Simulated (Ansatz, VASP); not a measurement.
# IrRu in two plane-wave programs, part 2 of 2

One calculation is typed for both programs; each brings its own data sets. How far apart do they land?  Other levels of theory on this material are compared in a session of their own. Valence electrons are named where the data sets of a main pair hold unlike numbers.

VASP 6.6.1 and Ansatz 0.2.0.

So far: The structure; Ansatz: single point, PBEsol, spin-orbit coupling.

**3. VASP: single point, PBEsol, spin-orbit coupling**

Level of this step: PBEsol, spin-orbit coupling; plane waves and PAW (Ir, Ru) (VASP).

The same cell, functional, mesh and smearing now go to VASP, with its own data sets.

Lines of VASP's logs that name or quote its potential files are left out, and so is its time.

Contents of INCAR:

```
SYSTEM = IrRu
PREC = Normal
ENCUT = 350
EDIFF = 1E-06
NELM = 120
ISMEAR = 0
SIGMA = 0.05
LREAL = .FALSE.
ALGO = Normal
GGA = PS
LNONCOLLINEAR = .TRUE.
MAGMOM = 0 0 0 0 0 0 0 0 0 0 0 0 0 0 0 0 0 0
NBANDS = 62
GGA_COMPAT = .FALSE.
LASPH = .TRUE.
LSORBIT = .TRUE.
LMAXMIX = 4
LORBIT = 11
LWAVE = .FALSE.
LCHARG = .FALSE.
KPAR = 4
IDIPOL = 3
LDIPOL = .TRUE.
DIPOL = 0.5 0.5 0.5
LVHAR = .TRUE.
LVACPOTAV = .TRUE.
```

Contents of POSCAR:

```
IrRu
1.0
    2.7249110840      0.0000000000      0.0000000000
   -1.3624555420      2.3598422218      0.0000000000
    0.0000000000      0.0000000000     25.8267441115
Ir Ru
3 3
Direct
    0.0000000000      0.0000000000      0.2903966500
    0.0000000000      0.0000000000      0.4580793300
    0.0000000000      0.0000000000      0.6257620100
    0.6666666700      0.3333333400      0.3742379900
    0.6666666700      0.3333333400      0.5419206700
    0.6666666700      0.3333333400      0.7096033500
```

Contents of KPOINTS:

```
Automatic mesh
0
Gamma
12 12 1
0 0 0
```

Potentials, in the order of the species: Ir and Ru (PBE family, release 64).

The run is started by

```
> mpirun -np 4 vasp_ncl
```

Numbers of over 12 decimals in the logs are rounded to 6 here.

The program printed:

```text
[banner, memory and clock lines left out]
running    4 mpi-ranks, on    1 nodes
 distrk:  each k-point on    1 cores,    4 groups
 distr:  one band on    1 cores,    1 groups

 POSCAR found type information on POSCAR IrRu
 POSCAR found :  2 types and       6 ions
|                                                                             |
|               ----> ADVICE to this user running VASP <----                  |
|                                                                             |
|     You enforced a specific xc type in the INCAR file but a different       |
|     [... a line on the potential file left out ...]
|     I HOPE YOU KNOW WHAT YOU ARE DOING!                                     |
|                                                                             |

 LDA part: xc-table for (Slater+PW92), standard interpolation
 POSCAR, INCAR and KPOINTS ok, starting setup
 FFT: planning ... GRIDC
 FFT: planning ... GRID_SOFT
 FFT: planning ... GRID
 WAVECAR not read
 entering main loop
       N       E                     dE             d eps       ncg     rms          rms(c)
DAV:   1     0.340977863953E+03    0.34098E+03   -0.18259E+04  3924   0.108E+03
DAV:   2    -0.301141500128E+02   -0.37109E+03   -0.35101E+03  4090   0.354E+02
DAV:   3    -0.608783921984E+02   -0.30764E+02   -0.28195E+02  5468   0.903E+01
DAV:   4    -0.634648737269E+02   -0.25865E+01   -0.24452E+01  5258   0.229E+01
DAV:   5    -0.636707140720E+02   -0.20584E+00   -0.19406E+00  5748   0.537E+00    0.348E+01
DAV:   6    -0.841937737370E+02   -0.20523E+02   -0.12343E+02  6714   0.814E+01    0.518E+01
DAV:   7    -0.610171225017E+02    0.23177E+02   -0.13388E+02  6784   0.756E+01    0.286E+01
DAV:   8    -0.719094512348E+02   -0.10892E+02   -0.14334E+02  7134   0.833E+01    0.358E+01
DAV:   9    -0.606237208837E+02    0.11286E+02   -0.76874E+01  6850   0.676E+01    0.169E+01
DAV:  10    -0.655039104081E+02   -0.48802E+01   -0.95674E+01  7176   0.691E+01    0.307E+01
DAV:  11    -0.616805563621E+02    0.38234E+01   -0.52101E+01  6768   0.554E+01    0.186E+01
DAV:  12    -0.593397126756E+02    0.23408E+01   -0.26755E+01  6624   0.349E+01    0.926E+00
DAV:  13    -0.592239276490E+02    0.11579E+00   -0.49313E+00  5904   0.145E+01    0.738E+00
DAV:  14    -0.592120843542E+02    0.11843E-01   -0.14247E+00  6562   0.844E+00    0.625E+00
[...]
DAV:  28    -0.591357173229E+02   -0.53689E-05   -0.17273E-05  5282   0.243E-02    0.218E-02
DAV:  29    -0.591357289063E+02   -0.11583E-04   -0.35310E-06  3522   0.115E-02    0.174E-02
DAV:  30    -0.591357420321E+02   -0.13126E-04   -0.39799E-06  4330   0.122E-02    0.696E-03
DAV:  31    -0.591357537477E+02   -0.11716E-04   -0.96366E-07  2588   0.600E-03    0.564E-03
DAV:  32    -0.591357592852E+02   -0.55375E-05   -0.38686E-07  2480   0.415E-03    0.369E-03
DAV:  33    -0.591357696415E+02   -0.10356E-04   -0.15894E-06  3288   0.609E-03    0.375E-03
DAV:  34    -0.591357733429E+02   -0.37014E-05   -0.54013E-07  2334   0.513E-03    0.315E-03
DAV:  35    -0.591357741762E+02   -0.83331E-06   -0.13782E-07  2186   0.290E-03
|                                                                             |
|           W    W    AA    RRRRR   N    N  II  N    N   GGGG   !!!           |
|           W    W   A  A   R    R  NN   N  II  NN   N  G    G  !!!           |
|           W    W  A    A  R    R  N N  N  II  N N  N  G       !!!           |
|           W WW W  AAAAAA  RRRRR   N  N N  II  N  N N  G  GGG   !            |
|           WW  WW  A    A  R   R   N   NN  II  N   NN  G    G                |
|           W    W  A    A  R    R  N    N  II  N    N   GGGG   !!!           |
|                                                                             |
|     Did not find any points to average over, which means that no vacuum     |
|     field-free region was found. Please increase the size of  your cell     |
|     in the dimension of the dipole correction to obtain accurate            |
|     workfunction values.                                                    |
|                                                                             |

   1 F= -.59135774E+02 E0= -.59131380E+02  d E =-.878785E-02  mag=     0.0000    -0.0000     0.0000
```

Parts of OUTCAR (step 3):

```text
ion  position               nearest neighbor table
   1  0.000  0.000  0.290-   4 2.68   4 2.68   4 2.68
   2  0.000  0.000  0.458-   4 2.68   5 2.68   4 2.68   4 2.68   5 2.68   5 2.68
   3  0.000  0.000  0.626-   5 2.68   6 2.68   5 2.68   6 2.68   5 2.68   6 2.68
   4  0.667  0.333  0.374-   1 2.68   2 2.68   1 2.68   2 2.68   1 2.68   2 2.68
   5  0.667  0.333  0.542-   3 2.68   2 2.68   3 2.68   3 2.68   2 2.68   2 2.68
   6  0.667  0.333  0.710-   3 2.68   3 2.68   3 2.68

  LATTYP: Found a hexagonal cell.
 ALAT       =     2.7249110840
 C/A-ratio  =     9.4780135261

 Subroutine GETGRP returns: Found  6 space group operations
 (whereof  6 operations were pure point group operations)

The static configuration has the point symmetry C_3v.

 Found     31 irreducible k-points:

   k-points           NKPTS =     31   k-points in BZ     NKDIM =     31   number of bands    NBANDS=     62

   dimension x,y,z NGX =    12 NGY =   12 NGZ =  120
   dimension x,y,z NGXF=    24 NGYF=   24 NGZF=  240

   ENCUT  =  350.0 eV  25.72 Ry    5.07 a.u.   4.16  4.16 39.40*2*pi/ulx,y,z

   NELECT =      51.0000    total number of electrons

 k-points in reciprocal lattice and weights: Automatic mesh
   0.00000000  0.00000000  0.00000000       0.007
   0.08333333  0.00000000  0.00000000       0.021
  -0.08333333 -0.00000000  0.00000000       0.021
   0.16666667  0.00000000  0.00000000       0.021
  -0.16666667 -0.00000000  0.00000000       0.021
   0.25000000  0.00000000  0.00000000       0.021
  -0.25000000 -0.00000000  0.00000000       0.021
   0.33333333  0.00000000  0.00000000       0.021
  -0.33333333 -0.00000000  0.00000000       0.021
[...]
-0.33333333 -0.25000000  0.00000000       0.042
   0.33333333  0.33333333  0.00000000       0.014

 dipolmoment           0.000000      0.000000     -0.006390 electrons x Angstroem

 average (electrostatic) potential at core
       1 -55.3543       2 -55.9395       3 -55.9286       4 -65.5752       5 -65.5916
       6 -65.1197

 E-fermi :   3.0012

 k-point     1 :       0.0000    0.0000    0.0000
  band No.  band energies     occupation
    ...
     54       2.2650      1.00000
     55       2.7185      1.00000
     56       2.7185      1.00000
     57       2.9899      0.62491
     58       2.9899      0.62490
     59       3.0271      0.23219
     60       3.0271      0.23219
     61       3.3907      0.00000
     62       3.3907      0.00000

 k-point     2 :       0.0833    0.0000    0.0000
  band No.  band energies     occupation
    ...
     56       2.4049      1.00000
     57       2.5863      1.00000
     58       2.6295      1.00000
     59       2.7730      1.00000
     60       2.8059      1.00000
     61       3.0947      0.00409
     62       3.1568      0.00001

 k-point     3 :      -0.0833   -0.0000    0.0000
  band No.  band energies     occupation
    ...
     56       2.4049      1.00000
     57       2.5863      1.00000
     58       2.6295      1.00000
     59       2.7730      1.00000
     60       2.8059      1.00000
     61       3.0947      0.00409
     62       3.1568      0.00001

  Total       -8.3393721     -8.3393721     -4.9301056     -0.0000000      0.0000000      0.0000000
  in kB      -80.4523937    -80.4523937    -47.5621901     -0.0000000      0.0000000      0.0000000
  external PRESSURE =     -69.4889925 kB  Pullay stress =       0.0000000 kB

  energy-cutoff  :      350.00
  volume of cell :      166.08
      direct lattice vectors                 reciprocal lattice vectors
     2.724911084  0.000000000  0.000000000     0.366984452  0.211878572  0.000000000
    -1.362455542  2.359842222  0.000000000     0.000000000  0.423757144  0.000000000
     0.000000000  0.000000000 25.826744111     0.000000000  0.000000000  0.038719553

 POSITION                                       TOTAL-FORCE (eV/Angst)
 -----------------------------------------------------------------------------------
      0.00000      0.00000      7.50000         0.000000      0.000000      0.809893
      0.00000      0.00000     11.83070        -0.000000      0.000000     -0.021192
      0.00000      0.00000     16.16140         0.000000      0.000000      0.452497
      1.36246      0.78661      9.66535        -0.000000     -0.000000     -0.563334
      1.36246      0.78661     13.99605        -0.000000     -0.000000      0.014264
      1.36246      0.78661     18.32674         0.000000      0.000000     -0.692129
 -----------------------------------------------------------------------------------
    total drift:                                0.000000     -0.000002      0.000091

  FREE ENERGIE OF THE ION-ELECTRON SYSTEM (eV)
  ---------------------------------------------------
  free  energy   TOTEN  =       -59.1357741762 eV

  energy  without entropy=      -59.1269863216  energy(sigma->0) =      -59.13138025

 vacuum level on the upper side and lower side of the slab         8.354         8.533

 Spin-Orbit-Coupling matrix elements
 Ion:    1  E_soc:     -0.8629117
 Ion:    2  E_soc:     -0.7936150
 Ion:    3  E_soc:     -0.7983387
 Ion:    4  E_soc:     -0.0513930
 Ion:    5  E_soc:     -0.0593108
 Ion:    6  E_soc:     -0.0650754

 total charge
# of ion       s       p       d       tot
------------------------------------------
    1        0.681   0.590   6.854   8.125
    2        0.699   0.767   6.924   8.390
    3        0.694   0.759   6.916   8.369
    4        0.593   0.801   6.583   7.977
    5        0.602   0.811   6.596   8.009
    6        0.569   0.586   6.498   7.653
--------------------------------------------------
tot          3.838   4.314  40.370  48.522

 magnetization (x)
# of ion       s       p       d       tot
------------------------------------------
    1        0.000   0.000   0.000   0.000
    2        0.000   0.000  -0.000  -0.000
    3        0.000  -0.000   0.000   0.000
    4       -0.000   0.000   0.000  -0.000
    5        0.000   0.000   0.000   0.000
    6        0.000  -0.000   0.000   0.000
--------------------------------------------------
tot          0.000  -0.000   0.000   0.000

 magnetization (y)
# of ion       s       p       d       tot
------------------------------------------
    1        0.000   0.000   0.000   0.000
    2        0.000  -0.000   0.000   0.000
    3        0.000  -0.000   0.000  -0.000
    4        0.000   0.000   0.000   0.000
    5        0.000   0.000   0.000   0.000
    6        0.000   0.000   0.000   0.000
--------------------------------------------------
tot          0.000   0.000   0.000   0.000

 magnetization (z)
# of ion       s       p       d       tot
------------------------------------------
    1        0.000   0.000   0.000   0.000
    2        0.000  -0.000   0.000   0.000
    3        0.000   0.000   0.000   0.000
    4        0.000  -0.000   0.000  -0.000
    5        0.000   0.000   0.000   0.000
    6        0.000   0.000   0.000   0.000
--------------------------------------------------
tot          0.000  -0.000   0.000   0.000

[... 3 further parts left out ...]
```

**4. Comparison**

Known differences besides the potentials themselves: spin-orbit coupling enters by fully relativistic files in Ansatz and inside the spheres in VASP; the data sets hold 99 valence electrons in Ansatz (on its fully relativistic PAW (standard-fr) files) and 51 in VASP; the cutoff is 420 eV in Ansatz and 350 eV in VASP (PREC = Normal); Ansatz makes its cores anew for this functional, VASP keeps those of its PBE data sets. Total energies have different zeros and are not compared.

Both answers:

```
                                   quantity  Ansatz  VASP  difference
 work function, lower of the two faces (eV)    5.36  5.35       +0.01
work function, higher of the two faces (eV)    5.55  5.53       +0.02
```

Forces (eV/Å; atoms numbered as in POSCAR):

```
atom        Ansatz x, y, z          VASP x, y, z
 Ir1   0.000, 0.000, 0.779   0.000, 0.000, 0.810
 Ir2  0.000, 0.000, -0.022  0.000, 0.000, -0.021
 Ir3   0.000, 0.000, 0.454   0.000, 0.000, 0.452
 Ru4  0.000, 0.000, -0.550  0.000, 0.000, -0.563
 Ru5   0.000, 0.000, 0.017   0.000, 0.000, 0.014
 Ru6  0.000, 0.000, -0.678  0.000, 0.000, -0.692
```

The forces differ by 8.8 meV/Å r.m.s., which is 2.9 % of the r.m.s. force of 0.303 eV/Å (both taken over all components). VASP's log warns that it found no field-free region in the vacuum, so its work functions are uncertain. With vacuum in the cell, a pressure given here is an average over mostly empty space and none of the material.

**5. Summary of results**

```json
{
 "r.m.s. force difference (single point, PBEsol, spin-orbit coupling)": "2.9 % of the r.m.s. force"
}
```

What this shows: The r.m.s. force difference is 2.9 % of the r.m.s. force (single point, PBEsol, spin-orbit coupling), at about the 3 % picked in this series as the mark of a large difference. The data sets hold unlike numbers of valence electrons (99 in Ansatz and 51 in VASP), so part of the differences comes from the potentials. 8 further runs of this series are not shown here. Such differences can come from data sets, numerical settings and the points named under the comparisons, not from the functional's error against experiment.

[Lines on the potential files, build, host, timing and source positions are cut from VASP's logs without a mark.]

[Logs are printed without paths, hosts, clocks, repeated set-up lines and the standing remarks that a program may print on its own settings, such as how far it seeks lower states.]

[Hosts, paths, dates, database ids (printed as entryN), source tags and the programs' standing remarks are cut or masked in the printed files.]
